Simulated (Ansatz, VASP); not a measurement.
# One calculation of Ca, two programs

```
Ca
1.0
    -2.05369    2.05883    2.39543
     2.05369   -2.05883    2.39543
     2.05369    2.05883   -2.39543
Ca
1
Cartesian
  0.0000 0.0000 2.3954
```

Change from the starting cell: volume scaled by 0.94.

Alike in both runs: task single point; functional PBE; k mesh 9 × 9 × 9; occupations fermi-dirac, width 0.05 eV; no spin polarisation.

|  | VASP | Ansatz |
| --- | --- | --- |
| version | VASP 6.6.1 | Ansatz 0.2.0 |
| potentials or method | VASP PAW PBE potentials, release 64 (Ca_sv) | Ansatz PAW |
| plane-wave cutoff (eV) | 520 | 420 |
| valence electrons in the cell | 10 | 10 |

```csv
,VASP,Ansatz,Ansatz less VASP
gap on the k mesh at the Fermi level (eV),none,none,-
pressure (GPa),0.7,0.7,-0.01
largest component of the traceless stress (GPa),0.18,0.18,+0.001
```

A gap of «none» marks a metal or a gap that the smearing closes.
